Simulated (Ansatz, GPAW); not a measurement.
# Geometry or basis: what sets the conductance of naphthalene-1,5-dithiol between two Al chains

Wanted: T(E) of naphthalene-1,5-dithiol between two Al chains at a relaxed geometry in two programs, beside the unrelaxed structure.

Method: Ansatz plane waves; relaxation of the junction with the lead ends held; PAW set soft_1, in the first sound run; inputs show where later runs differ, in GPAW 26.7.0 and Ansatz 0.2.0.

### Step 1. The starting structure

The cell holds 32 atoms: 14 Al, 2 S, 6 H and 10 C. Its edges and angles: a = 13.585 Å, b = 10.448 Å, c = 39.191 Å, α = 90.0°, β = 90.0°, γ = 90.0°. Regions: left lead, 7 atoms (7 Al); channel, 18 atoms (2 S, 6 H and 10 C); right lead, 7 atoms (7 Al). Vacuum lies along a and b. The structure is stacked along c, and the current runs across the ab planes.

### Step 2. Relaxing the atoms

Transmission follows bond lengths closely, so the atoms between the held lead ends are relaxed first, from a slightly shaken start that lets symmetry break.

The input, input.yaml:

```yaml
crystal:
  lattice:
    - [13.584765283, 0.0, 0.0]
    - [0.0, 10.4475084449, 0.0]
    - [0.0, 0.0, 39.190725339]
  atoms:
    - { symbol: Al, position: [0.5, 0.5, 0.0306194894] }
    - { symbol: Al, position: [0.5, 0.5, 0.0918584683] }
    - { symbol: Al, position: [0.5, 0.5, 0.1530974471] }
    - { symbol: Al, position: [0.5, 0.5, 0.214336426] }
    - { symbol: Al, position: [0.5, 0.5, 0.2755754048] }
    - { symbol: Al, position: [0.5020077164, 0.502157634, 0.3367948343] }
    - { symbol: Al, position: [0.5014409649, 0.4981307878, 0.3966529094] }
    - { symbol: S, position: [0.4370635001, 0.3192553541, 0.4126170065] }
    - { symbol: H, position: [0.6188616481, 0.3093017441, 0.4428724716] }
    - { symbol: H, position: [0.2679793154, 0.3142193986, 0.4559728848] }
    - { symbol: C, position: [0.4253092173, 0.3139391725, 0.4600893431] }
    - { symbol: C, position: [0.6043224326, 0.309385529, 0.4708342569] }
    - { symbol: C, position: [0.3278800231, 0.3138797778, 0.4727426371] }
    - { symbol: H, position: [0.7595565539, 0.3100824284, 0.482054731] }
    - { symbol: C, position: [0.5103151885, 0.3155395909, 0.4815987514] }
    - { symbol: C, position: [0.6926082379, 0.3148823233, 0.4925391575] }
    - { symbol: C, position: [0.3123570011, 0.3117732817, 0.5086492397] }
    - { symbol: C, position: [0.4885331866, 0.3117564071, 0.5182831125] }
    - { symbol: H, position: [0.2445862375, 0.3123141351, 0.5176551942] }
    - { symbol: C, position: [0.6687231022, 0.3163510813, 0.5261762927] }
    - { symbol: C, position: [0.393444002, 0.3184889665, 0.5301941363] }
    - { symbol: C, position: [0.5749340561, 0.3123284682, 0.5410634408] }
    - { symbol: H, position: [0.7378612487, 0.3113965071, 0.5426123014] }
    - { symbol: H, position: [0.3785311768, 0.315030879, 0.5577382355] }
    - { symbol: S, position: [0.5639605067, 0.3188480606, 0.586389511] }
    - { symbol: Al, position: [0.4999321228, 0.5004753559, 0.6019477735] }
    - { symbol: Al, position: [0.498887146, 0.4980948777, 0.6621376742] }
    - { symbol: Al, position: [0.5, 0.5, 0.7244245952] }
    - { symbol: Al, position: [0.5, 0.5, 0.785663574] }
    - { symbol: Al, position: [0.5, 0.5, 0.8469025529] }
    - { symbol: Al, position: [0.5, 0.5, 0.9081415317] }
    - { symbol: Al, position: [0.5, 0.5, 0.9693805106] }
kpoints:
  mp_grid: { grid: [1, 1, 2] }
hamiltonian:
  xc: pbe
  pseudopotentials: { kind: paw, azcp: { folder: soft_1 } }
scf:
  occupations: { method: fermi_dirac, width: 0.1 }
relax:
  f_tol: 0.03
  max_steps: 80
  constraints: [{ sites: [0, 1, 2, 3, 4, 27, 28, 29, 30, 31] }]
```

Command:

```console
$ ansatz run input.yaml --threads 4 --pin off --max-ram 8192MiB --backend cpu --events-out ev --progress --plain --runs-dir out
```

Numbers of over 12 decimals in the logs are rounded to 6 here.

Log:

```text
Engine: ansatz 0.2.0, aarch64-unknown-linux-gnu
Pseudopotentials: kind: paw
Pseudopotential: Al, paw, valence charge 3, recommended cutoff 420 eV (normal), soft_1/Al.paw.azcp
Pseudopotential: S, paw, valence charge 6, recommended cutoff 420 eV (normal), soft_1/S.paw.azcp
Pseudopotential: H, paw, valence charge 1, recommended cutoff 420 eV (normal), soft_1/H.paw.azcp
Pseudopotential: C, paw, valence charge 4, recommended cutoff 420 eV (normal), soft_1/C.paw.azcp
Functional definition: PBE
  parameter kappa = 0.804
  parameter beta = 0.066725
  exchange = pbe_x(kappa = kappa, mu = beta*pi^2/3)
  correlation = pbe_c(beta = beta)
Crystal: 32 atoms, lattice volume = 5562.220 Å³
Basis set: ecut = 420 eV, 108889 PW (Γ), exchange–correlation on 192×144×540 points (8 copies of the dense FFT grid, shifted against one another)
Bands: 82, of which v1, the nominal top of the filled ones, is band 50 counted from 1 (49 counted from 0)
Symmetry: 1 space group operations
Space group: P1 (ITA 1), of the structure as read, at distance tolerance 1.8e-4 Å
k-points: 2
Non-local potential: Al, projectors of the file, l = 0: 2, l = 1: 2, l = 2: 1
Non-local potential: S, projectors of the file, l = 0: 2, l = 1: 2, l = 2: 1
Non-local potential: H, projectors of the file, l = 0: 2, l = 1: 1
Non-local potential: C, projectors of the file, l = 0: 2, l = 1: 2, l = 2: 1
PAW form: soft (Blöchl's): semilocal exchange-correlation on the pseudo side does not see the compensation charge
PAW one-centre angular grid: Al, 110 points (default); XC on 64 Gauss nodes
PAW one-centre angular grid: S, 110 points (default); XC on 64 Gauss nodes
PAW one-centre angular grid: H, 110 points (default); XC on 64 Gauss nodes
PAW one-centre angular grid: C, 110 points (default); XC on 64 Gauss nodes
Initial density: superposition of atomic densities (neutral atoms: chi_scale 0, normalization atom)
Initial wavefunctions: pseudopotential atomic-orbital guess
Functional: x = pbe(κ = 0.804, μ = 0.219515), c = pbe(β = 0.066725)
SCF iter   1: F=—  HF=-11924.352297 eV  |F-HF|=—  |Δ(HF+E_count)|=         —  Δρ=2.69e-2  dr2=1.38e2  ethr=3.10e-3  ⟨swp⟩=12.5  Hψ=1083  notcnv=0  defer=6
preconditioner: auto → LDOS  [metal: Δε(μ)=0.003 eV  Ē_g=5.528 eV  σ=0.100 eV  W_gap=0.01  n_scr=258 (ndim 8)  ℏωp=3.7 eV  f_vac=0.717  D(μ)=27.55/eV (n_scr^D=84)  β→1.0]
SCF iter   2: F=—  HF=-11969.496297 eV  |F-HF|=—  |Δ(HF+E_count)|=    4.51e1  Δρ=4.82e-2  dr2=1.14e3  ethr=3.10e-3  ⟨swp⟩=26.5  Hψ=1499  notcnv=0  defer=10  recentre
SCF iter   3: F=—  HF=-11910.219402 eV  |F-HF|=—  |Δ(HF+E_count)|=    5.93e1  Δρ=1.31e-2  dr2=3.05e1  ethr=3.10e-3  ⟨swp⟩=7.5  Hψ=772  notcnv=0  defer=5
SCF iter   4: F=—  HF=-11907.334216 eV  |F-HF|=—  |Δ(HF+E_count)|=    2.89e0  Δρ=6.97e-3  dr2=4.25e0  ethr=3.10e-3  ⟨swp⟩=5.5  Hψ=406  notcnv=0  defer=7
SCF iter   5: F=—  HF=-11906.461331 eV  |F-HF|=—  |Δ(HF+E_count)|=   8.73e-1  Δρ=1.91e-3  dr2=9.23e-1  ethr=3.10e-3  ⟨swp⟩=2.5  Hψ=346  notcnv=0  defer=7
SCF iter   6: F=—  HF=-11906.411372 eV  |F-HF|=—  |Δ(HF+E_count)|=   5.00e-2  Δρ=1.08e-3  dr2=4.63e-1  ethr=9.23e-4  ⟨swp⟩=4.0  Hψ=277  notcnv=0  defer=8
SCF iter   7: F=—  HF=-11906.372630 eV  |F-HF|=—  |Δ(HF+E_count)|=   3.87e-2  Δρ=7.10e-4  dr2=1.93e-1  ethr=4.63e-4  ⟨swp⟩=2.5  Hψ=199  notcnv=0  defer=9
SCF iter   8: F=—  HF=-11906.347254 eV  |F-HF|=—  |Δ(HF+E_count)|=   2.54e-2  Δρ=4.52e-4  dr2=8.71e-2  ethr=1.93e-4  ⟨swp⟩=1.5  Hψ=156  notcnv=0  defer=9
SCF iter   9: F=—  HF=-11906.327748 eV  |F-HF|=—  |Δ(HF+E_count)|=   1.95e-2  Δρ=3.24e-4  dr2=2.19e-2  ethr=8.71e-5  ⟨swp⟩=3.0  Hψ=264  notcnv=0  defer=9
SCF iter  10: F=—  HF=-11906.322366 eV  |F-HF|=—  |Δ(HF+E_count)|=   5.38e-3  Δρ=2.46e-4  dr2=9.47e-3  ethr=2.19e-5  ⟨swp⟩=3.5  Hψ=346  notcnv=0  defer=10
SCF iter  11: F=—  HF=-11906.321511 eV  |F-HF|=—  |Δ(HF+E_count)|=   8.55e-4  Δρ=1.04e-4  dr2=1.92e-3  ethr=9.47e-6  ⟨swp⟩=2.0  Hψ=275  notcnv=0  defer=8
SCF iter  12: F=—  HF=-11906.321353 eV  |F-HF|=—  |Δ(HF+E_count)|=   1.58e-4  Δρ=5.32e-5  dr2=3.68e-4  ethr=1.92e-6  ⟨swp⟩=2.0  Hψ=231  notcnv=0  defer=8
SCF iter  13: F=—  HF=-11906.321328 eV  |F-HF|=—  |Δ(HF+E_count)|=   2.49e-5  Δρ=1.83e-5  dr2=3.39e-5  ethr=3.68e-7  ⟨swp⟩=2.0  Hψ=246  notcnv=0  defer=8
SCF iter  14: F=-11906.321337 eV  HF=-11906.321339 eV  |F-HF|=1.13e-6  |Δ(HF+E_count)|=   1.02e-5  Δρ=7.91e-6  dr2=6.68e-6  ethr=2.25e-8  ⟨swp⟩=5.0  Hψ=546  notcnv=0
SCF 1 converged in 14 iterations: F = -11906.321337 eV  dr2 = 6.68e-6
  greatest PAW one-centre occupation: 0.858 electrons in one spin orbital (limit 2), on the S atom at site 7 (counted from 0), in its partial waves of l = 0
relax step   1: F+E_penalty+E_count = -11906.32133749 eV  Δ(F+E_penalty+E_count) = +0.000e0 eV  max|allowed force component| = 7.525e0 eV/Å  Δτ_max = 0.0000 Å  (14 SCF iters, dr2 threshold 2.25e-5 eV, accepted)
Initial density: handed on by an earlier stage of this run
Initial wavefunctions: those handed on with the density
iter 1 solved again at ethr=9.03e-4 eV; its pass at ethr=3.10e-3 eV (dr2=9.03e-1 eV) is discarded
SCF iter   1: F=—  HF=-11907.833607 eV  |F-HF|=—  |Δ(HF+E_count)|=         —  Δρ=3.11e-3  dr2=8.98e-1  ethr=9.03e-4  ⟨swp⟩=1.0  Hψ=647  notcnv=0  defer=8
preconditioner: auto → LDOS  [metal: Δε(μ)=0.007 eV  Ē_g=6.189 eV  σ=0.100 eV  W_gap=0.02  n_scr=258 (ndim 8)  ℏωp=4.5 eV  f_vac=0.748  D(μ)=21.95/eV (n_scr^D=62)  β→1.0]
SCF iter   2: F=—  HF=-11907.787187 eV  |F-HF|=—  |Δ(HF+E_count)|=   4.64e-2  Δρ=1.88e-3  dr2=3.79e-1  ethr=8.98e-4  ⟨swp⟩=3.0  Hψ=344  notcnv=0  defer=8
SCF iter   3: F=—  HF=-11907.726464 eV  |F-HF|=—  |Δ(HF+E_count)|=   6.07e-2  Δρ=1.00e-3  dr2=1.23e-1  ethr=3.79e-4  ⟨swp⟩=2.5  Hψ=328  notcnv=0  defer=8
SCF iter   4: F=—  HF=-11907.705233 eV  |F-HF|=—  |Δ(HF+E_count)|=   2.12e-2  Δρ=3.10e-4  dr2=1.70e-2  ethr=1.23e-4  ⟨swp⟩=2.0  Hψ=310  notcnv=0  defer=8
SCF iter   5: F=—  HF=-11907.703582 eV  |F-HF|=—  |Δ(HF+E_count)|=   1.65e-3  Δρ=1.71e-4  dr2=4.63e-3  ethr=1.70e-5  ⟨swp⟩=2.0  Hψ=226  notcnv=0  defer=8
SCF iter   6: F=—  HF=-11907.703109 eV  |F-HF|=—  |Δ(HF+E_count)|=   4.73e-4  Δρ=7.63e-5  dr2=8.64e-4  ethr=4.63e-6  ⟨swp⟩=2.0  Hψ=230  notcnv=0  defer=8
SCF iter   7: F=—  HF=-11907.703164 eV  |F-HF|=—  |Δ(HF+E_count)|=   5.48e-5  Δρ=3.40e-5  dr2=1.97e-4  ethr=8.64e-7  ⟨swp⟩=3.0  Hψ=277  notcnv=0  defer=8
SCF iter   8: F=-11907.703152 eV  HF=-11907.703171 eV  |F-HF|=1.88e-5  |Δ(HF+E_count)|=   6.61e-6  Δρ=1.68e-5  dr2=3.84e-5  ethr=1.00e-7  ⟨swp⟩=3.5  Hψ=601  notcnv=0
SCF 2 converged in 8 iterations: F = -11907.703152 eV  dr2 = 3.84e-5
[...]
relax step   9: F+E_penalty+E_count = -11908.55653810 eV  Δ(F+E_penalty+E_count) = -4.214e-2 eV  max|allowed force component| = 6.648e-2 eV/Å  Δτ_max = 0.1949 Å  (9 SCF iters, dr2 threshold 3.70e-6 eV, accepted)
relax step  10: F+E_penalty+E_count = -11908.59125501 eV  Δ(F+E_penalty+E_count) = -3.472e-2 eV  max|allowed force component| = 7.802e-2 eV/Å  Δτ_max = 0.1954 Å  (9 SCF iters, dr2 threshold 1.25e-6 eV, accepted)
relax step  11: F+E_penalty+E_count = -11908.61809608 eV  Δ(F+E_penalty+E_count) = -2.684e-2 eV  max|allowed force component| = 5.971e-2 eV/Å  Δτ_max = 0.1950 Å  (9 SCF iters, dr2 threshold 2.06e-6 eV, accepted)
relax step  12: F+E_penalty+E_count = -11908.63413374 eV  Δ(F+E_penalty+E_count) = -1.604e-2 eV  max|allowed force component| = 6.558e-2 eV/Å  Δτ_max = 0.1949 Å  (9 SCF iters, dr2 threshold 2.09e-6 eV, accepted)
relax step  13: F+E_penalty+E_count = -11908.64075500 eV  Δ(F+E_penalty+E_count) = -6.621e-3 eV  max|allowed force component| = 6.562e-2 eV/Å  Δτ_max = 0.0969 Å  (8 SCF iters, dr2 threshold 2.52e-6 eV, accepted)
relax step  14: F+E_penalty+E_count = -11908.64542162 eV  Δ(F+E_penalty+E_count) = -4.667e-3 eV  max|allowed force component| = 6.848e-2 eV/Å  Δτ_max = 0.1301 Å  (8 SCF iters, dr2 threshold 4.31e-6 eV, accepted)
relax step  15: F+E_penalty+E_count = -11908.64629654 eV  Δ(F+E_penalty+E_count) = -8.749e-4 eV  max|allowed force component| = 5.614e-2 eV/Å  Δτ_max = 0.0484 Å  (7 SCF iters, dr2 threshold 4.69e-6 eV, accepted)
relax step  16: F+E_penalty+E_count = -11908.64670838 eV  Δ(F+E_penalty+E_count) = -4.118e-4 eV  max|allowed force component| = 2.859e-2 eV/Å  Δτ_max = 0.0143 Å  (5 SCF iters, dr2 threshold 2.12e-6 eV, accepted)
iter 1 solved again at ethr=1.51e-9 eV; its pass at ethr=3.10e-3 eV (dr2=1.51e-6 eV) is discarded
SCF iter   1: F=—  HF=-11908.646958 eV  |F-HF|=—  |Δ(HF+E_count)|=         —  Δρ=3.69e-6  dr2=1.52e-6  ethr=1.51e-9  ⟨swp⟩=1.0  Hψ=396  notcnv=0  defer=7
preconditioner: auto → LDOS  [metal: Δε(μ)=0.035 eV  Ē_g=6.150 eV  σ=0.100 eV  W_gap=0.09  n_scr=258 (ndim 8)  ℏωp=4.5 eV  f_vac=0.746  D(μ)=19.35/eV (n_scr^D=52)  β→1.0]
SCF iter   2: F=—  HF=-11908.646710 eV  |F-HF|=—  |Δ(HF+E_count)|=   2.48e-4  Δρ=6.27e-6  dr2=5.08e-6  ethr=1.51e-9  ⟨swp⟩=3.0  Hψ=316  notcnv=0  defer=7
SCF iter   3: F=—  HF=-11908.646709 eV  |F-HF|=—  |Δ(HF+E_count)|=   9.37e-7  Δρ=1.62e-6  dr2=3.56e-7  ethr=1.51e-9  ⟨swp⟩=3.5  Hψ=282  notcnv=0  defer=7
SCF iter   4: F=-11908.646709 eV  HF=-11908.646709 eV  |F-HF|=1.63e-8  |Δ(HF+E_count)|=   2.87e-9  Δρ=5.71e-7  dr2=3.78e-8  ethr=1.00e-10  ⟨swp⟩=4.0  Hψ=651  notcnv=0
SCF 17 converged in 4 iterations: F = -11908.646709 eV  dr2 = 3.78e-8
relax step  17: F+E_penalty+E_count = -11908.64670924 eV  Δ(F+E_penalty+E_count) = -8.622e-7 eV  max|allowed force component| = 2.850e-2 eV/Å  Δτ_max = 0.0000 Å  (4 SCF iters, accepted)
SCF converged after 4 iterations
Free energy (F): -11908.646709 eV
Harris-Foulkes:  -11908.646709 eV  (|F-HF|=1.63e-8)
Internal energy: -11908.014684 eV  (E = F + TS)
E sigma→0 (E₀):  -11908.330697 eV
Entropy (-TS):   -0.632025 eV (-19.751 meV/atom)
Fermi energy:    -3.377614 eV
--- Per-component energies (eV) ---
  E_band       = -931.205580
  E_kinetic    = 1432.086855
  E_local      = -18465.447976  (includes V_loc(G=0)·N_el)
  E_nonlocal   = 461.218128
  E_hartree    = 8476.060805
  E_xc         = -1183.253026
  E_vxc        = -1158.379104  (∫ρ·V_xc dr)
  E_paw        = -8794.517795  (= ΣΔE_a)
  E_vpaw       = -152.806282  (= ΣTr[D̂ρ^β])
  E_aug_tail   = -0.006373  (compensation charges beyond the density's cutoff)
  E_ewald      = 6165.844698
  E_smearing   = -0.632025  (= −TS)
  E_closure    = -0.000000  (closes the sum)
  Σ components = -11908.646709   (vs F -11908.646709, Δ=0.00e0)
--- Forces (eV/Å), atoms counted from 1 ---
  atom   1  Al    -0.00191141     0.01031024    -0.02552706
  atom   2  Al    -0.02043917    -0.04046942    -0.05745829
  atom   3  Al     0.05563978     0.08358371    -0.07337098
  atom   4  Al    -0.06588937    -0.09304203    -0.26370964
  atom   5  Al     0.02869443     0.04520853     0.74917929
  atom   6  Al     0.00035535    -0.00184096     0.00118461
  atom   7  Al     0.00227067    -0.00032111    -0.00132641
  atom   8  S     -0.00253260    -0.00001121     0.02117421
  atom   9  H     -0.00011914    -0.00196073    -0.00104562
  atom  10  H     -0.00048543     0.00137152    -0.00190883
  atom  11  C      0.00924025     0.00289023    -0.02850021
  atom  12  C     -0.00022694     0.00300971    -0.00720830
  atom  13  C     -0.00732825    -0.00630477     0.00585779
  atom  14  H      0.00015107     0.00113254    -0.00063741
  atom  15  C     -0.00424521    -0.00054611     0.00286107
  atom  16  C      0.00402091    -0.00357292     0.00901549
  atom  17  C     -0.00581624    -0.00296077    -0.00313828
  atom  18  C      0.00442422     0.00011147    -0.00249719
  atom  19  H     -0.00033033     0.00091484    -0.00114841
  atom  20  C      0.00896410    -0.00281909    -0.00884479
  atom  21  C      0.00118590     0.00401773     0.00493611
  atom  22  C     -0.00867107    -0.00378352     0.02690532
  atom  23  H     -0.00051116     0.00085515     0.00307214
  atom  24  H     -0.00021079    -0.00225330     0.00167023
  atom  25  S      0.00223091     0.00240062    -0.02162655
  atom  26  Al    -0.00181445    -0.00043165     0.00338235
  atom  27  Al    -0.00045650    -0.00176884    -0.00321768
  atom  28  Al    -0.02861999     0.04539263    -0.74865804
  atom  29  Al     0.06549953    -0.09314809     0.26367527
  atom  30  Al    -0.05542960     0.08387627     0.07381193
  atom  31  Al     0.02038921    -0.04064794     0.05758171
  atom  32  Al     0.00191430     0.01035597     0.02557200
  max |Σ_I F_I| component: 4.51e-4 eV/Å
--- Relaxed structure (17 steps of the walk, 17 accepted, 0 SCFs on fresh bases) ---
  F+E_penalty+E_count = -11908.64670924 eV   max|allowed force component| = 2.850e-2 eV/Å
  atoms:
    - { symbol: Al, position: [0.5, 0.500000, 0.030619] }
    - { symbol: Al, position: [0.5, 0.500000, 0.0918584683] }
    - { symbol: Al, position: [0.5, 0.500000, 0.1530974471] }
    - { symbol: Al, position: [0.5, 0.500000, 0.214336] }
    - { symbol: Al, position: [0.5, 0.500000, 0.2755754048] }
    - { symbol: Al, position: [0.426437, 0.370492, 0.324720] }
    - { symbol: Al, position: [0.448278, 0.409698, 0.390918] }
    - { symbol: S, position: [0.388302, 0.242869, 0.420204] }
    - { symbol: H, position: [0.584324, 0.259408, 0.435228] }
    - { symbol: H, position: [0.247014, 0.264350, 0.471808] }
    - { symbol: C, position: [0.403477, 0.262619, 0.465260] }
    - { symbol: C, position: [0.587431, 0.263495, 0.462984] }
    - { symbol: C, position: [0.318151, 0.265165, 0.484647] }
    - { symbol: H, position: [0.745170, 0.266109, 0.464849] }
    - { symbol: C, position: [0.498038, 0.263715, 0.481577] }
    - { symbol: C, position: [0.676980, 0.265685, 0.479520] }
    - { symbol: C, position: [0.322682, 0.265729, 0.520524] }
    - { symbol: C, position: [0.501620, 0.263589, 0.518468] }
    - { symbol: H, position: [0.254503, 0.266144, 0.535203] }
    - { symbol: C, position: [0.681503, 0.264849, 0.515399] }
    - { symbol: C, position: [0.412226, 0.263323, 0.537061] }
    - { symbol: C, position: [0.596179, 0.262306, 0.534786] }
    - { symbol: H, position: [0.752651, 0.263860, 0.528231] }
    - { symbol: H, position: [0.415333, 0.259057, 0.564814] }
    - { symbol: S, position: [0.611307, 0.242106, 0.579831] }
    - { symbol: Al, position: [0.551732, 0.409095, 0.609147] }
    - { symbol: Al, position: [0.573347, 0.369902, 0.675361] }
    - { symbol: Al, position: [0.5, 0.500000, 0.724425] }
    - { symbol: Al, position: [0.5, 0.500000, 0.785663574] }
    - { symbol: Al, position: [0.5, 0.500000, 0.846903] }
    - { symbol: Al, position: [0.5, 0.500000, 0.9081415317] }
    - { symbol: Al, position: [0.5, 0.500000, 0.9693805106] }
```

The job ended after 9.1 min (4 threads of Arm Neoverse N1, shared host; peak memory 5.7 GiB; 35 min of CPU time).

Relaxation path:

```tsv
step	energy less that of the first step (eV)	largest force component (eV/Å)
1	0.0000	7.5251
2	-1.3818	3.1023
3	-1.8792	0.5211
4	-2.0090	0.3936
5	-2.0643	0.0882
6	-2.1032	0.1628
7	-2.1471	0.2148
8	-2.1931	0.1143
9	-2.2352	0.0665
10	-2.2699	0.0780
11	-2.2968	0.0597
12	-2.3128	0.0656
13	-2.3194	0.0656
14	-2.3241	0.0685
15	-2.3250	0.0561
16	-2.3254	0.0286
17	-2.3254	0.0285
```

The atoms that moved most (Å):

```tsv
atom	dx	dy	dz	length
Al6	-1.027	-1.376	-0.473	1.780
Al27	1.012	-1.339	0.518	1.757
Al26	0.704	-0.955	0.282	1.219
Al7	-0.722	-0.924	-0.225	1.194
S8	-0.662	-0.798	0.297	1.079
S25	0.643	-0.802	-0.257	1.060
H10	-0.285	-0.521	0.621	0.859
H19	0.135	-0.482	0.688	0.851
```

This step gave:

```yaml
free_energy: -11908.6467 eV
smearing_term_ts: 0.6320 eV
symmetry_operations: 1
```

The relaxation lowered the energy of the cell by 2.33 eV.

[end of part 1 of 4]

[Logs are printed without paths, hosts, clocks, repeated set-up lines and the standing remarks that a program may print on its own settings, such as how far it seeks lower states.]

[Hosts, paths, dates, database ids (printed as entryN), source tags and the programs' standing remarks are cut or masked in the printed files.]
